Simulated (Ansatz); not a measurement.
Theory: Ansatz 0.2.0, DFT PBE, scalar-relativistic, plane waves, PAW. All cells share a 420 eV cutoff and Γ-centred k meshes spaced about 0.3 Å⁻¹ or finer (0.25 for metals, 2π included). No spin polarisation in the final relaxations.

These are static total energies at zero pressure. All come from trial cells, and lower structures may exist.

Problem. Order these relaxed structures of Hf5C3 by energy, lowest first, with the energy over the lowest of them.
1.

```
Hf C
1.0
    -1.81372    2.99097    5.96268
     1.81372   -2.99097    5.96268
     1.81372    2.99097   -5.96268
Hf C
5 3
Direct
  0.60429 0.35212 0.25217
  0.09995 0.35212 0.74783
  0.39571 0.64788 0.74783
  0.90005 0.64788 0.25217
  0.50000 0.00000 0.50000
  0.30621 0.80621 0.50000
  0.69379 0.19379 0.50000
  0.00000 0.50000 0.50000
```

2.

```
Hf C
1.0
     3.61797   -5.11951    0.00000
     3.61797    5.11951    0.00000
     0.00000    0.00000    3.32041
Hf C
5 3
Direct
  0.00000 0.00000 0.00000
  0.00000 0.50000 0.00000
  0.50000 0.00000 0.00000
  0.29719 0.29719 0.50000
  0.70281 0.70281 0.50000
  0.50000 0.50000 0.00000
  0.83960 0.16040 0.50000
  0.16040 0.83960 0.50000
```

3.

```
Hf C
1.0
     3.08350    0.00000    0.00000
     0.00000    3.08350    0.00000
     0.00000    0.00000   14.40894
Hf C
5 3
Direct
  0.00000 0.00000 0.81712
  0.00000 0.00000 0.18288
  0.00000 0.00000 0.40909
  0.00000 0.00000 0.59091
  0.50000 0.50000 0.00000
  0.50000 0.50000 0.15451
  0.50000 0.50000 0.50000
  0.50000 0.50000 0.84549
```

Solution. 1 (0 meV/atom), 3 (167 meV/atom), 2 (228 meV/atom). Forms: 1 Immm; 3 P4/mmm; 2 Cmmm. Counting C atoms around Hf (those within 1.25 times the shortest such distance or 1.15 times the sum of covalent radii, 1.27 where that leaves under three; a plus sign parts nearer from farther groups; a slash parts the counts of unlike sites): cell 1 has Hf 2/4; cell 3 has Hf 2/4; cell 2 has Hf 2+2/4/4+2.

These runs have no spin–orbit coupling, which can matter for Hf. Cells relaxed within their symmetry can be saddle points. Some candidate types were left out of the draw beforehand, so a known form may be missing.
